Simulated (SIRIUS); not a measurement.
**Zr: single point with PBE**

The system is Zr.

```
Zr
1.0
     3.23200    0.00000    0.00000
    -1.61600    2.79899    0.00000
     0.00000    0.00000    5.14700
Zr
2
Direct
  0.66667 0.33333 0.75000
  0.33333 0.66667 0.25000
```

| Property | Result |
| --- | --- |
| Program | SIRIUS 7.12.0 |
| Task | single point |
| Functional | PBE |
| Potentials or basis | all-electron FP-LAPW |
| Cutoff | 163 eV |
| Basis | apw+lo standard |
| k mesh | 9 × 9 × 5 |
| Occupations | fermi-dirac, width 0.3 eV |
| Spin | no spin polarisation |
| Muffin tin radii | Zr 2.54 bohr |
| Basis cutoff (gk_cutoff) | 3.46 1/bohr |
| Cutoff of density and potential (pw_cutoff) | 20 1/bohr |
| lmax of the basis | 10 |
| lmax of density and potential | 8 |
| Valence relativity | iora |
| Core states | Zr 1s2s2p3s3p3d |
| Local orbitals (radial functions) | Zr 13 |
| Reference energy of the basis | 0.32 Ha |
| Smallest sphere radius times basis cutoff | 8.79 |
| Start of the SCF | LDA density |

```yaml
Band_gap_on_the_k_mesh: none (metal or under the smearing width)
All_electrons_inside_the_program's_atomic_spheres: Zr 37.82 (radii Zr 2.54 bohr)
```

Levels at points of the mesh, in eV from the Fermi level:
```csv
k point,band 8,band 9,band 10,band 11,band 12,band 13,band 14,band 15,band 16,band 17
"(0.00, 0.00, 0.00)",-26.20,-5.56,-2.94,0.95,0.95,1.13,1.27,1.65,1.65,2.25
```

Run time: 38 s on 1 thread of Arm Neoverse V2, on a shared host, peak memory 0.43 GiB.
